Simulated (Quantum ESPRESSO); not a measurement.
# Pb (Fm-3m) in Quantum ESPRESSO: a series of runs

Aim: see how the results for Pb move with the level of theory and the settings. Levels: PBEsol, PBEsol+D3, PBEsol+D3(BJ). Tasks: relaxation of cell and atoms.

Everything below comes from runs of Quantum ESPRESSO 7.5. Logs are shortened: lines on timing, memory, paths and dates and some standing lists are left out, and cuts for length are marked.

## (1) Starting point

It takes space group Fm-3m (No. 225, cubic). The conventional cell has a = 4.950 Å, b = 4.950 Å, c = 4.950 Å, α = 90.00°, β = 90.00°, γ = 90.00°. Pb (site symmetry m-3m) has 12 Pb at 3.50 Å as nearest neighbours.

## (2) Relaxation of cell and atoms, PBEsol

run.py reads:

```python
import numpy as np
from ase.calculators.espresso import Espresso, EspressoProfile
from ase.io import read

atoms = read('Pb.xyz')

input_data = {
    'control': {'calculation': 'scf', 'prefix': 'pwscf', 'outdir': './tmp', 'tprnfor': True, 'tstress': True, 'disk_io': 'low'},
    'system': {'ecutwfc': 45.0, 'ecutrho': 360.0, 'nbnd': 13, 'occupations': 'smearing', 'smearing': 'fd', 'degauss': 0.00367493},
    'electrons': {'conv_thr': 2e-10, 'electron_maxstep': 120, 'mixing_beta': 0.5},
}
pseudopotentials = {'Pb': 'pb_pbesol_v1.uspp.F.UPF'}
profile = EspressoProfile(command='mpirun -n 2 pw.x -nk 2', pseudo_dir='pseudo')
dft = Espresso(profile=profile, input_data=input_data, pseudopotentials=pseudopotentials, kpts=(9, 9, 9), koffset=(0, 0, 0))
atoms.calc = dft

from ase.optimize import LBFGS
from ase.filters import FrechetCellFilter
done = LBFGS(FrechetCellFilter(atoms), trajectory='opt.traj').run(fmax=0.02, steps=30)
print('converged', done)
print('cell (A)', np.round(atoms.cell.cellpar(), 5))
print(f'energy {atoms.get_potential_energy():.8f} eV')
print('forces (eV/A)')
print(np.round(atoms.get_forces(), 6))
print('stress (eV/A^3, Voigt)')
print(np.round(atoms.get_stress(), 8))
print(f'Fermi level {dft.get_fermi_level():.4f} eV')
```

Pb.xyz reads:

```xyz
1
Lattice="0.0000000000 2.4750200000 2.4750200000 2.4750200000 0.0000000000 2.4750200000 2.4750200000 2.4750200000 0.0000000000" Properties=species:S:1:pos:R:3 pbc="T T T"
Pb     0.0000000000      0.0000000000      0.0000000000
```

Potentials or basis: GBRV 1.5 PBEsol.

Launch:

```console
$ OMP_NUM_THREADS=1 python run.py
```

What it wrote:

```text
Step          Energy          fmax
LBFGS:    0    -2229.846279        0.155909
LBFGS:    1    -2229.847025        0.096877
LBFGS:    2    -2229.847341        0.003282
converged True
cell (A) [ 3.47968  3.47968  3.47968 60.      60.      60.     ]
energy -2229.84734072 eV
forces (eV/A)
[[0. 0. 0.]]
stress (eV/A^3, Voigt)
[-0.00011018 -0.00011018 -0.00011018  0.          0.          0.        ]
Fermi level 11.2140 eV
```

espresso.pwi:

```text
&CONTROL
   calculation      = 'scf'
   tstress          = .true.
   tprnfor          = .true.
   outdir           = './tmp'
   prefix           = 'pwscf'
   disk_io          = 'low'
   pseudo_dir       = 'pseudo'
/
&SYSTEM
   nbnd             = 13
   ecutwfc          = 45.0
   ecutrho          = 360.0
   occupations      = 'smearing'
   degauss          = 0.00367493
   smearing         = 'fd'
   ntyp             = 1
   nat              = 1
   ibrav            = 0
/
&ELECTRONS
   electron_maxstep = 120
   conv_thr         = 2e-10
   mixing_beta      = 0.5
/
&IONS
/
&CELL
/
&FCP
/
&RISM
/
ATOMIC_SPECIES
Pb 207.2 pb_pbesol_v1.uspp.F.UPF

K_POINTS automatic
9 9 9  0 0 0

CELL_PARAMETERS angstrom
0.00000000000000 2.46050355601341 2.46050355601341
2.46050355601341 0.00000000000000 2.46050355601341
2.46050355601341 2.46050355601341 0.00000000000000

ATOMIC_POSITIONS angstrom
Pb 0.0000000000 0.0000000000 0.0000000000
```

espresso.pwo:

```text
This program is part of the open-source Quantum ESPRESSO suite
     for quantum simulation of materials; please cite
         "P. Giannozzi et al., J. Phys.:Condens. Matter 21 395502 (2009);
         "P. Giannozzi et al., J. Phys.:Condens. Matter 29 465901 (2017);
         "P. Giannozzi et al., J. Chem. Phys. 152 154105 (2020);
     in publications or presentations arising from this work. More details at

Warning: card &CELL ignored
Warning: card &FCP ignored
Warning: card &RISM ignored

     Message from routine setup:
     using ibrav=0 with symmetry is DISCOURAGED, use correct ibrav instead

     K-points division:     npool     =       2
     Subspace diagonalization in iterative solution of the eigenvalue problem:
     a serial algorithm will be used

     G-vector sticks info
     --------------------
     sticks:   dense  smooth     PW     G-vecs:    dense   smooth      PW
     Sum        1069     535    163                23289     8099    1459

     Using Slab Decomposition

     bravais-lattice index     =            0
     lattice parameter (alat)  =       6.5756  a.u.
     unit-cell volume          =     201.0475 (a.u.)^3
     number of atoms/cell      =            1
     number of atomic types    =            1
     number of electrons       =        14.00
     number of Kohn-Sham states=           13
     kinetic-energy cutoff     =      45.0000  Ry
     charge density cutoff     =     360.0000  Ry
     scf convergence threshold =      2.0E-10
     mixing beta               =       0.5000
     number of iterations used =            8  plain     mixing
     Exchange-correlation= SLA  PW   PSX  PSC
                           (   1   4  10   8   0   0   0)

     celldm(1)=   6.575637  celldm(2)=   0.000000  celldm(3)=   0.000000
     celldm(4)=   0.000000  celldm(5)=   0.000000  celldm(6)=   0.000000

     crystal axes: (cart. coord. in units of alat)
               a(1) = (   0.000000   0.707107   0.707107 )
               a(2) = (   0.707107   0.000000   0.707107 )
               a(3) = (   0.707107   0.707107   0.000000 )

     reciprocal axes: (cart. coord. in units 2 pi/alat)
               b(1) = ( -0.707107  0.707107  0.707107 )
               b(2) = (  0.707107 -0.707107  0.707107 )
               b(3) = (  0.707107  0.707107 -0.707107 )

     PseudoPot. # 1 for Pb read from file:
     pb_pbesol_v1.uspp.F.UPF
     Pseudo is Ultrasoft + core correction, Zval = 14.0
     Generated by new atomic code, or converted to UPF format
     Using radial grid of  899 points,  6 beta functions with:
                l(1) =   0
                l(2) =   0
                l(3) =   1
                l(4) =   1
                l(5) =   2
                l(6) =   2
     Q(r) pseudized with  6 coefficients,  rinner =    1.000   1.000   1.000
                                                       1.000   1.000

     atomic species   valence    mass     pseudopotential
     Pb               14.00   207.20000     Pb( 1.00)

     48 Sym. Ops., with inversion, found

   Cartesian axes

     site n.     atom                  positions (alat units)
         1        Pb     tau(   1) = (   0.0000000   0.0000000   0.0000000  )

     number of k points=    35  Fermi-Dirac smearing, width (Ry)=  0.0037
                       cart. coord. in units 2pi/alat
        k(    1) = (   0.0000000   0.0000000   0.0000000), wk =   0.0027435
        k(    2) = (   0.0785674   0.0785674  -0.0785674), wk =   0.0219479
        k(    3) = (   0.1571348   0.1571348  -0.1571348), wk =   0.0219479
        k(    4) = (   0.2357023   0.2357023  -0.2357023), wk =   0.0219479
        k(    5) = (   0.3142697   0.3142697  -0.3142697), wk =   0.0219479
        k(    6) = (   0.1571348   0.0000000  -0.0000000), wk =   0.0164609
[... 27 lines left out ...]
        k(   34) = (  -0.0000000  -0.4714045   0.6285394), wk =   0.0658436
        k(   35) = (  -0.0785674  -0.3928371   0.7071068), wk =   0.0658436

     Dense  grid:    23289 G-vectors     FFT dimensions: (  40,  40,  40)

     Smooth grid:     8099 G-vectors     FFT dimensions: (  30,  30,  30)

     Check: negative core charge=   -0.000002

     Initial potential from superposition of free atoms

     starting charge      13.9979, renormalised to      14.0000

     negative rho (up, down):  1.538E-02 0.000E+00
     Starting wfcs are    9 randomized atomic wfcs +    4 random wfcs

     Self-consistent Calculation

     iteration #  1     ecut=    45.00 Ry     beta= 0.50
     Davidson diagonalization with overlap
     ethr =  1.00E-02,  avg # of iterations =  4.8

     Threshold (ethr) on eigenvalues was too large:
     Diagonalizing with lowered threshold

     Davidson diagonalization with overlap
     c_bands:  1 eigenvalues not converged
     ethr =  1.98E-05,  avg # of iterations = 12.3

     negative rho (up, down):  1.551E-02 0.000E+00

     total energy              =    -163.89038448 Ry
     estimated scf accuracy    <       0.00280684 Ry

     iteration #  2     ecut=    45.00 Ry     beta= 0.50
     Davidson diagonalization with overlap
     ethr =  2.00E-05,  avg # of iterations =  2.4

     negative rho (up, down):  1.565E-02 0.000E+00

     total energy              =    -163.89075327 Ry
     estimated scf accuracy    <       0.00017598 Ry

     iteration #  3     ecut=    45.00 Ry     beta= 0.50
     Davidson diagonalization with overlap
     ethr =  1.26E-06,  avg # of iterations =  5.3

     negative rho (up, down):  1.584E-02 0.000E+00

     total energy              =    -163.89076970 Ry
     estimated scf accuracy    <       0.00002371 Ry

     iteration #  4     ecut=    45.00 Ry     beta= 0.50
     Davidson diagonalization with overlap
     ethr =  1.69E-07,  avg # of iterations =  1.3

     negative rho (up, down):  1.587E-02 0.000E+00

     total energy              =    -163.89077065 Ry
     estimated scf accuracy    <       0.00000008 Ry

     iteration #  5     ecut=    45.00 Ry     beta= 0.50
     Davidson diagonalization with overlap
     ethr =  5.74E-10,  avg # of iterations =  4.5

     negative rho (up, down):  1.588E-02 0.000E+00

     total energy              =    -163.89077099 Ry
     estimated scf accuracy    <          7.6E-09 Ry

     iteration #  6     ecut=    45.00 Ry     beta= 0.50
     Davidson diagonalization with overlap
     ethr =  5.41E-11,  avg # of iterations =  2.9

     negative rho (up, down):  1.588E-02 0.000E+00

     total energy              =    -163.89077099 Ry
     estimated scf accuracy    <          2.2E-10 Ry

     iteration #  7     ecut=    45.00 Ry     beta= 0.50
     Davidson diagonalization with overlap
     ethr =  1.57E-12,  avg # of iterations =  3.4

     negative rho (up, down):  1.588E-02 0.000E+00

     End of self-consistent calculation

          k = 0.0000 0.0000 0.0000 (   965 PWs)   bands (ev):

    -5.6477  -5.6477  -5.6477  -5.4986  -5.4986  -0.5138  18.9188  18.9188
    18.9188  19.1553  21.1795  22.9257  23.9876

          k = 0.0786 0.0786-0.0786 (  1001 PWs)   bands (ev):

    -5.6486  -5.6303  -5.6303  -5.4988  -5.4988  -0.2715  16.5063  18.6307
    18.6307  19.1629  20.8068  23.8592  24.5055

          k = 0.1571 0.1571-0.1571 (  1001 PWs)   bands (ev):

    -5.6551  -5.6097  -5.6097  -5.4751  -5.4751   0.4548  12.9855  18.0193
    18.0193  19.1585  20.4872  23.3365  24.1113

          k = 0.2357 0.2357-0.2357 (  1008 PWs)   bands (ev):

    -5.6686  -5.6198  -5.6198  -5.4128  -5.4128   1.6247   9.8137  17.4341
    17.4341  19.1545  20.3977  22.0389  23.1980

          k = 0.3143 0.3143-0.3143 (  1026 PWs)   bands (ev):

    -5.6803  -5.6341  -5.6341  -5.3637  -5.3637   2.9349   7.4793  17.0875
    17.0875  19.1531  20.5508  21.1856  22.7352

          k = 0.1571 0.0000-0.0000 (  1002 PWs)   bands (ev):

    -5.6683  -5.6117  -5.6117  -5.5205  -5.4835  -0.1910  17.2180  17.7106
    17.7106  19.1744  20.3378  22.9863  25.2957

          k = 0.2357 0.0786-0.0786 (  1016 PWs)   bands (ev):

    -5.6782  -5.5864  -5.5797  -5.5273  -5.4581   0.3740  14.1881  16.8667
    17.3812  19.1731  20.5146  21.7184  24.7613

          k = 0.3143 0.1571-0.1571 (  1027 PWs)   bands (ev):

    -5.6772  -5.6041  -5.5805  -5.4787  -5.4022   1.4013  10.9558  16.3377
    16.5551  19.1683  19.9385  22.7330  24.6406

          k = 0.3928 0.2357-0.2357 (  1026 PWs)   bands (ev):

    -5.6751  -5.6246  -5.5973  -5.4189  -5.3587   2.7222   8.3213  15.6982
    16.2347  19.1621  19.5860  22.8541  23.9830

          k =-0.2357-0.3928 0.3928 (  1025 PWs)   bands (ev):
[... 99 lines left out ...]
          k =-0.1571-0.4714 0.6285 (  1032 PWs)   bands (ev):

    -5.7016  -5.6296  -5.5014  -5.4196  -5.3564   3.7716   9.2683  11.8170
    13.5625  19.1609  19.6562  22.3741  24.6343

          k =-0.0786-0.3928 0.5500 (  1021 PWs)   bands (ev):

    -5.6753  -5.5827  -5.5104  -5.4693  -5.3636   4.2167   8.7973  10.9904
    13.8444  19.1670  20.0309  23.8087  25.4999

          k =-0.0000-0.3143 0.4714 (  1032 PWs)   bands (ev):

    -5.6459  -5.6144  -5.5288  -5.4299  -5.4128   3.3421   9.8007  11.2176
    14.7858  19.1685  20.6262  23.3105  23.7335

          k =-0.0786-0.5500 0.7071 (  1033 PWs)   bands (ev):

    -5.7646  -5.6901  -5.4176  -5.3742  -5.3315   4.3267   8.8565  12.3233
    12.6522  18.6976  19.1938  19.7439  27.4675

          k =-0.0000-0.4714 0.6285 (  1022 PWs)   bands (ev):

    -5.7165  -5.6407  -5.4583  -5.4284  -5.3330   4.6948   9.0121  10.5457
    12.8876  19.1495  19.4479  22.1820  26.4279

          k =-0.0786-0.3928 0.7071 (  1032 PWs)   bands (ev):

    -5.6412  -5.6264  -5.5405  -5.4433  -5.3323   4.5684   9.5108  10.4700
    12.1413  19.1691  21.7753  22.8536  23.8528

     the Fermi energy is    11.2140 ev

!    total energy              =    -163.89077099 Ry
     estimated scf accuracy    <          4.0E-12 Ry
     smearing contrib. (-TS)   =      -0.00022371 Ry
     internal energy E=F+TS    =    -163.89054729 Ry

     The total energy is F=E-TS. E is the sum of the following terms:
     one-electron contribution =     -30.07121777 Ry
     hartree contribution      =      25.87812862 Ry
     xc contribution           =     -63.06356267 Ry
     ewald contribution        =     -96.63389547 Ry

     convergence has been achieved in   7 iterations

     negative rho (up, down):  1.588E-02 0.000E+00

     Forces acting on atoms (cartesian axes, Ry/au):

     atom    1 type  1   force =     0.00000000    0.00000000    0.00000000

     Total force =     0.000000     Total SCF correction =     0.000000

     Computing stress (Cartesian axis) and pressure

     negative rho (up, down):  1.588E-02 0.000E+00
          total   stress  (Ry/bohr**3)                   (kbar)     P=        0.18
   0.00000120  -0.00000000  -0.00000000            0.18       -0.00       -0.00
  -0.00000000   0.00000120  -0.00000000           -0.00        0.18       -0.00
  -0.00000000  -0.00000000   0.00000120           -0.00       -0.00        0.18

=------------------------------------------------------------------------------=
   JOB DONE.
=------------------------------------------------------------------------------=
```

Wall time 18 s (2 MPI ranks of Arm Neoverse V1, shared host); peak memory 0.18 GiB.

What came out:

* Free energy: -2229.8475 eV
* Relaxed volume: 29.79 Å³/atom
* Relaxed cell: a = 3.480 Å, b = 3.480 Å, c = 3.480 Å, α = 60.00°, β = 60.00°, γ = 60.00°
* Space group after relaxing (to 0.05 Å): Fm-3m (No. 225)
* Energy gained by relaxing: 1.1 meV/atom
* Ionic steps: 3
* Pressure after relaxing: 0.0 GPa
* Band gap on the k mesh: none (metal or under the smearing width)

Step by step:
```
step  energy change (eV)  largest force (eV/Å)  pressure (GPa)  volume (Å³)
   1              0.0000                0.0000           -0.82        30.32
   2             -0.0007                0.0000           -0.52        30.12
   3             -0.0011                0.0000            0.02        29.79
```

Final structure:
```
Pb
1.0
     0.00000    2.46050    2.46050
     2.46050    0.00000    2.46050
     2.46050    2.46050    0.00000
Pb
1
Direct
  0.00000 0.00000 0.00000
```

Spin-orbit coupling is left out, which matters for the levels of Pb.

## (3) Relaxation of cell and atoms, PBEsol+D3

Changes to run.py since step 2:

```diff
@@ -8,3 +8,3 @@
     'control': {'calculation': 'scf', 'prefix': 'pwscf', 'outdir': './tmp', 'tprnfor': True, 'tstress': True, 'disk_io': 'low'},
-    'system': {'ecutwfc': 45.0, 'ecutrho': 360.0, 'nbnd': 13, 'occupations': 'smearing', 'smearing': 'fd', 'degauss': 0.00367493},
+    'system': {'ecutwfc': 45.0, 'ecutrho': 360.0, 'nbnd': 13, 'occupations': 'smearing', 'smearing': 'fd', 'degauss': 0.00367493, 'vdw_corr': 'grimme-d3', 'dftd3_version': 3},
     'electrons': {'conv_thr': 2e-10, 'electron_maxstep': 120, 'mixing_beta': 0.5},
@@ -16,5 +16,5 @@
 
-from ase.optimize import LBFGS
+from ase.optimize import BFGS
 from ase.filters import FrechetCellFilter
-done = LBFGS(FrechetCellFilter(atoms), trajectory='opt.traj').run(fmax=0.02, steps=30)
+done = BFGS(FrechetCellFilter(atoms), trajectory='opt.traj').run(fmax=0.02, steps=30)
 print('converged', done)
```

Pb.xyz is that of step 2.

Potentials or basis: GBRV 1.5 PBEsol.

Launch:

```console
$ OMP_NUM_THREADS=1 python run.py
```

Run time: 19 s. Hardware: 2 MPI ranks of Arm Neoverse V1, shared host; peak memory 0.18 GiB.

It converged, with:

```yaml
Free_energy: -2230.0266 eV
Relaxed_volume: 29.13 Å³/atom
Relaxed_cell: a = 3.454 Å, b = 3.454 Å, c = 3.454 Å, α = 60.00°, β = 60.00°, γ = 60.00°
Space_group_after_relaxing_to_0.05_Å: Fm-3m (No. 225)
Energy_gained_by_relaxing: 6.1 meV/atom
Ionic_steps: 3
Pressure_after_relaxing: 0.1 GPa
Band_gap_on_the_k_mesh: none (metal or under the smearing width)
```

The path:
```tsv
step	energy change (eV)	largest force (eV/Å)	pressure (GPa)	volume (Å³)
1	0.0000	0.0000	-1.85	30.32
2	-0.0040	0.0000	-1.18	29.87
3	-0.0061	0.0000	0.08	29.13
```

Final structure:
```
CELL_PARAMETERS angstrom
0.00000 2.44208 2.44208
2.44208 0.00000 2.44208
2.44208 2.44208 0.00000
ATOMIC_POSITIONS crystal
Pb 0.00000 0.00000 0.00000
```

Levels at points of the mesh, in eV from the Fermi level:
```
           k point  band 4  band 5  band 6  band 7  band 8  band 9  band 10  band 11
(0.00, 0.00, 0.00)  -16.71  -16.71  -11.87    7.90    7.90    7.90     7.95     9.99
```

Caveat: pairwise dispersion overbinds metals, which lowers pressure and volume. Spin-orbit coupling is left out, which matters for the levels of Pb.

## (4) Relaxation of cell and atoms, PBEsol+D3(BJ)

Changes to run.py since step 3:

```diff
@@ -8,3 +8,3 @@
     'control': {'calculation': 'scf', 'prefix': 'pwscf', 'outdir': './tmp', 'tprnfor': True, 'tstress': True, 'disk_io': 'low'},
-    'system': {'ecutwfc': 45.0, 'ecutrho': 360.0, 'nbnd': 13, 'occupations': 'smearing', 'smearing': 'fd', 'degauss': 0.00367493, 'vdw_corr': 'grimme-d3', 'dftd3_version': 3},
+    'system': {'ecutwfc': 45.0, 'ecutrho': 360.0, 'nbnd': 13, 'occupations': 'smearing', 'smearing': 'fd', 'degauss': 0.00367493, 'vdw_corr': 'grimme-d3', 'dftd3_version': 4},
     'electrons': {'conv_thr': 2e-10, 'electron_maxstep': 120, 'mixing_beta': 0.5},
@@ -16,5 +16,5 @@
 
-from ase.optimize import BFGS
+from ase.optimize import LBFGS
 from ase.filters import FrechetCellFilter
-done = BFGS(FrechetCellFilter(atoms), trajectory='opt.traj').run(fmax=0.02, steps=30)
+done = LBFGS(FrechetCellFilter(atoms), trajectory='opt.traj').run(fmax=0.02, steps=30)
 print('converged', done)
```

Pb.xyz is that of step 3.

Launch:

```console
$ OMP_NUM_THREADS=1 python run.py
```

Run time: 23 s. Hardware: 2 MPI ranks of Arm Neoverse V1, shared host; peak memory 0.18 GiB.

It converged, with:

| Property | Result |
| --- | --- |
| Free energy | -2230.2848 eV |
| Relaxed volume | 28.51 Å³/atom |
| Relaxed cell | a = 3.429 Å, b = 3.429 Å, c = 3.429 Å, α = 60.00°, β = 60.00°, γ = 60.00° |
| Space group after relaxing (to 0.05 Å) | Fm-3m (No. 225) |
| Energy gained by relaxing | 17.2 meV/atom |
| Ionic steps | 4 |
| Pressure after relaxing | 0.0 GPa |
| Band gap on the k mesh | none (metal or under the smearing width) |

Step by step:
```tsv
step	energy change (eV)	largest force (eV/Å)	pressure (GPa)	volume (Å³)
1	0.0000	0.0000	-3.04	30.32
2	-0.0111	0.0000	-1.95	29.58
3	-0.0170	0.0000	0.24	28.38
4	-0.0172	0.0000	-0.01	28.51
```

Final structure:
```yaml
crystal:
  lattice:
    - [0.00000, 2.42460, 2.42460]
    - [2.42460, 0.00000, 2.42460]
    - [2.42460, 2.42460, 0.00000]
  atoms:
    - { symbol: Pb, position: [0.00000, 0.00000, 0.00000] }
```

Levels at points of the mesh, in eV from the Fermi level:
```tsv
k point	band 5	band 6	band 7	band 8	band 9	band 10
(0.00, 0.00, 0.00)	-16.70	-12.02	7.97	8.09	8.09	8.09
```

Caveat: pairwise dispersion overbinds metals, which lowers pressure and volume.

## (5) Overview

```tsv
level	ASE optimiser	gap on the mesh (eV)	pressure (GPa)	relaxed volume (Å³/atom)
PBEsol	LBFGS	none	0.0	29.79
PBEsol+D3	BFGS	none	0.1	29.13
PBEsol+D3(BJ)	LBFGS	none	0.0	28.51
```

Alike in all rows: task relaxation of cell and atoms; potentials or basis GBRV 1.5 PBEsol; no spin polarisation; cell relaxed; k mesh 9 × 9 × 9; cutoff (eV) 612; smearing fermi-dirac 0.05 eV.

Caveats: pairwise dispersion overbinds metals, which lowers pressure and volume (some runs).

Absolute energies hang on the potentials; compare differences alone.

## (6) Against experiment

Step 2. The cell as given is a measured one (30.32 Å³/atom); PBEsol puts the equilibrium volume -1.7 % from it, thermal expansion not counted.

Step 3. The cell as given is a measured one (30.32 Å³/atom); PBEsol+D3 puts the equilibrium volume -3.9 % from it, thermal expansion not counted.

Step 4. The cell as given is a measured one (30.32 Å³/atom); PBEsol+D3(BJ) puts the equilibrium volume -6.0 % from it, thermal expansion not counted.
